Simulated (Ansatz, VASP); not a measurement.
# CdF2: VASP beside Ansatz, part 2 of 2

Aim: how closely do two programs agree when they are given the same cell, functional and k mesh? Of the first pair: The cell is a member of a volume series, scaled by 1.015 from a relaxed one, so a pressure remains. Valence electrons are named where the data sets of a main pair hold unlike numbers.

VASP 6.6.1 and Ansatz 0.2.0.

So far. Step 6 (Ansatz: single point, LDA, volume scaled by 1.03): The run ends at a pressure of -4.53 GPa.

## 8. Comparison

What differs besides the data sets and the points named for the pairs above, as far as they apply: the data sets hold 34 valence electrons in Ansatz (on its default PAW (the set named soft_2) files) and 26 in VASP. Total energies have different zeros and are not compared.

The two programs side by side:

```tsv
quantity	Ansatz	VASP	difference
pressure (GPa)	-4.53	-3.51	-1.01
pressure without Ansatz's Pulay correction (GPa)	-5.43	-3.51	-1.91
gap on the k mesh (eV)	2.852	2.837	+0.015
```

A gap on the mesh is an upper bound, since the band edges may lie between its points. Ansatz's pressure holds a Pulay correction of 0.90 GPa; VASP's holds none.

## 9. Other set-ups

Further runs change the set-up of one program: Ansatz's method, potentials or start, or VASP's data sets, cutoff or form of LDA. The table gives Ansatz less VASP for each quantity, since a change that brings one quantity closer may part another.

```tsv
run	pressure (GPa)	gap on the k mesh (eV)	pressure without Ansatz's Pulay correction (GPa)
as above	-1.0	0.015	-1.9
cores kept as stored	-1.0	0.017	-1.8
Ansatz's all-electron LAPW method	-0.98	-6.0e-4	
Ansatz's larger PAW set (cutoff 1300 eV)	-1.0	9.0e-4	
norm-conserving potentials (cutoff 1388 eV)	-1.1	0.025	-1.1
```

## 10. VASP: single point, r2SCAN, volume scaled by 0.985

With cell and atoms fixed, the geometry can't cause a difference; cores, projectors, grids and the points listed under the comparison can. The cell compared in this pair holds 38.83 Å³, against 38.65 Å³ for the pair before.

The input asks for a relaxation, which ended at its first step since no free force or stress exceeded the threshold; so it serves as a single point.

The input, INCAR:

```
SYSTEM = CdF2
PREC = Accurate
ENCUT = 560
EDIFF = 1E-06
NELM = 100
ISMEAR = 0
SIGMA = 0.03
LREAL = .FALSE.
ALGO = Normal
METAGGA = R2SCAN
LASPH = .TRUE.
NBANDS = 19
LORBIT = 11
LWAVE = .FALSE.
LCHARG = .FALSE.
KPAR = 4
IBRION = 2
NSW = 30
ISIF = 4
EDIFFG = -0.01
```

The input, POSCAR:

```
CdF2
1.0
    0.0000000000      2.6877620552      2.6877620552
    2.6877620552      0.0000000000      2.6877620552
    2.6877620552      2.6877620552      0.0000000000
Cd F
1 2
Direct
    0.0000000000      0.0000000000      0.0000000000
    0.7500000000      0.7500000000      0.7500000000
    0.2500000000      0.2500000000      0.2500000000
```

The input, KPOINTS:

```
Automatic mesh
0
Gamma
8 8 8
0 0 0
```

Potentials, in the order of the species: Cd and F (PBE family, release 64).

Command:

```bash
mpirun -np 4 vasp_std
```

Numbers of over 12 decimals in the logs are rounded to 6 here.

Log:

```text
[banner, memory and clock lines left out]
running    4 mpi-ranks, on    1 nodes
[...]
|                                                                             |
|               ----> ADVICE to this user running VASP <----                  |
|                                                                             |
|     You enforced a specific xc type in the INCAR file but a different       |
|     [... a line on the potential file left out ...]
|     I HOPE YOU KNOW WHAT YOU ARE DOING!                                     |
|                                                                             |

 LDA part: xc-table for (None), standard interpolation
 POSCAR, INCAR and KPOINTS ok, starting setup
[...]
entering main loop
       N       E                     dE             d eps       ncg     rms          rms(c)
DAV:   1     0.187946642609E+03    0.18795E+03   -0.16484E+04  1118   0.150E+03
DAV:   2    -0.331836452517E+02   -0.22113E+03   -0.21195E+03  1179   0.378E+02
DAV:   3    -0.430791675732E+02   -0.98955E+01   -0.98625E+01  1244   0.888E+01
DAV:   4    -0.431246109616E+02   -0.45443E-01   -0.45439E-01  1159   0.612E+00
[...]
DAV:  14    -0.337177891090E+02    0.39058E-05   -0.44053E-05  1129   0.638E-02    0.164E-02
DAV:  15    -0.337177878199E+02    0.12891E-05   -0.15670E-06   832   0.122E-02    0.697E-03
DAV:  16    -0.337177874910E+02    0.32890E-06   -0.11051E-06   634   0.986E-03
   1 F= -.33717787E+02 E0= -.33717787E+02  d E =-.337178E+02
[...]
reached required accuracy - stopping structural energy minimisation
```

OUTCAR, selected parts (step 10):

```text
  Total        0.4385873      0.4385873      0.4385873     -0.0000000     -0.0000000      0.0000000
  in kB       18.0952320     18.0952320     18.0952320     -0.0000000     -0.0000000      0.0000000
  external PRESSURE =      18.0952320 kB  Pullay stress =       0.0000000 kB

 POSITION                                       TOTAL-FORCE (eV/Angst)
 -----------------------------------------------------------------------------------
      0.00000      0.00000      0.00000         0.000000      0.000000      0.000000
      4.03164      4.03164      4.03164         0.000000      0.000000      0.000000
      1.34388      1.34388      1.34388        -0.000000     -0.000000     -0.000000
 -----------------------------------------------------------------------------------
    total drift:                                0.000000     -0.000000      0.000000

  FREE ENERGIE OF THE ION-ELECTRON SYSTEM (eV)
  ---------------------------------------------------
  free  energy   TOTEN  =       -33.7177874910 eV

  energy  without entropy=      -33.7177874910  energy(sigma->0) =      -33.71778749

[... 2 parts as in an earlier step ...]

[... 2 further parts left out ...]
[key lines of the parts left out:]
E-fermi :  -1.6678
```

The PAW data sets were made with PBE, which is usual practice but a small mismatch for other functionals.

## 11. Ansatz: single point, r2SCAN, volume scaled by 0.985

The same cell, functional, mesh and smearing now go to Ansatz, which takes its cutoff from its data sets.

The cell is a member of a volume series, scaled by 0.985 from a relaxed one, so a pressure remains.

The input, input.yaml:

```yaml
crystal:
  lattice:
    - [0.0, 2.68776206, 2.68776206]
    - [2.68776206, 0.0, 2.68776206]
    - [2.68776206, 2.68776206, 0.0]
  atoms:
    - { symbol: Cd, position: [0.0, 0.0, 0.0] }
    - { symbol: F, position: [0.75, 0.75, 0.75] }
    - { symbol: F, position: [0.25, 0.25, 0.25] }
hamiltonian:
  xc: r2scan
  pseudopotentials: { kind: paw }
kpoints:
  mp_grid: { grid: [8, 8, 8] }
scf:
  occupations: { method: gaussian, width: 0.03 }
  n_extra_bands: 4
output:
  forces: true
  stress: true
  eigenvalues: true
```

Command:

```bash
ansatz run input.yaml --threads 2 --pin off --max-ram 4608MiB --backend cpu --events-out ev --progress --plain --runs-dir out
```

Log:

```text
[...]
Crystal: 3 atoms, lattice volume = 38.833 Å³
Basis set: ecut = 500 eV, 965 PW (Γ), exchange–correlation on 120×120×120 points (64 copies of the dense FFT grid, shifted against one another)
Bands: 21, of which v1, the nominal top of the filled ones, is band 17 counted from 1 (16 counted from 0)
Symmetry: 48 space group operations
[...]
k-points: 29 of 512
[...]
--- Band table (eV; the first three rows and the last of 29) ---
  k-point 0: bands = [... 13 lower, 4.9750, 5.4803, 5.4803, 5.4803, 9.8033, 19.6568, 19.6568, 19.6568]
  k-point 1: bands = [... 13 lower, 4.8732, 5.3770, 5.4896, 5.4896, 10.3643, 18.8276, 19.9051, 19.9051]
  k-point 2: bands = [... 13 lower, 4.5933, 4.8640, 5.5240, 5.5240, 11.6757, 17.5426, 20.5571, 20.5571]
  k-point 28: bands = [... 13 lower, 4.4462, 4.4462, 5.3489, 5.9832, 15.0323, 17.8757, 18.6835, 18.6835]
[key lines of the parts left out:]
SCF converged after 7 iterations
Free energy (F): -9889.377353 eV
Fermi energy:    7.893428 eV
P = ⅓ Tr σ = 0.8311 GPa (8.311 kbar)
```

The job ended after 1.9 s (2 threads of Arm Neoverse V1, shared host; peak memory 0.42 GiB; 3.6 s of CPU time).

The run ends at a pressure of 0.83 GPa.

## 12. Differences

What differs besides the data sets and the points named for the pairs above, as far as they apply: VASP keeps PBE cores, Ansatz makes them for the functional; the data sets hold 34 valence electrons in Ansatz (on its default PAW (the set named soft_2) files) and 26 in VASP; the cutoff is 500 eV in Ansatz and 560 eV in VASP. Total energies have different zeros and are not compared.

Compared:

```tsv
quantity	Ansatz	VASP	difference
pressure (GPa)	0.83	1.81	-0.98
pressure without Ansatz's Pulay correction (GPa)	0.66	1.81	-1.15
gap on the k mesh (eV)	3.820	3.776	+0.044
```

A gap on the mesh is an upper bound, since the band edges may lie between its points. Ansatz's pressure holds a Pulay correction of 0.17 GPa; VASP's holds none.

## 13. Other set-ups

Further runs change the set-up of one program: Ansatz's method, potentials or start, or VASP's data sets, cutoff or form of LDA. The table gives Ansatz less VASP for each quantity, since a change that brings one quantity closer may part another.

```tsv
run	pressure (GPa)	gap on the k mesh (eV)
as above	-0.98	0.044
Ansatz's all-electron LAPW method	-1.0	0.047
```

## 14. Results

```
difference in pressure (single point, LDA, volume scaled by 1.015)             : -1.1 GPa
difference in pressure (single point, LDA, volume scaled by 1.03)              : -1.0 GPa
difference in gap on the k mesh (single point, r2SCAN, volume scaled by 0.985) : 0.044 eV
difference in pressure (single point, r2SCAN, volume scaled by 0.985)          : -0.98 GPa
```

In words: The difference in pressure is -1.1 GPa (single point, LDA, volume scaled by 1.015), beyond the 1 GPa picked in this series as the mark of a large difference. The data sets hold unlike numbers of valence electrons (34 in Ansatz and 26 in VASP), so part of the differences comes from the potentials. Single point, LDA, volume scaled by 1.015, Ansatz's all-electron LAPW method: the difference in gap on the k mesh goes from 0.016 to -2.1e-4 eV. Single point, LDA, volume scaled by 1.015, Ansatz's larger PAW set (cutoff 1300 eV): the difference in gap on the k mesh goes from 0.016 to 0.0013 eV. Single point, LDA, volume scaled by 1.015, norm-conserving potentials (cutoff 1388 eV): the difference in gap on the k mesh goes from 0.016 to 0.026 eV; the difference in pressure without Ansatz's Pulay correction goes from -2.0 to -1.2 GPa. Single point, LDA, volume scaled by 1.03, Ansatz's all-electron LAPW method: the difference in gap on the k mesh goes from 0.015 to -6.0e-4 eV. Single point, LDA, volume scaled by 1.03, Ansatz's larger PAW set (cutoff 1300 eV): the difference in gap on the k mesh goes from 0.015 to 9.0e-4 eV. 6 further runs of this series are not shown here. How closely two codes agree says nothing of how well the functional describes the real material.

[Lines on the potential files, build, host, timing and source positions are cut from VASP's logs without a mark.]

[Logs are printed without paths, hosts, clocks, repeated set-up lines and the standing remarks that a program may print on its own settings, such as how far it seeks lower states.]

[Hosts, paths, dates, database ids (printed as entryN), source tags and the programs' standing remarks are cut or masked in the printed files.]
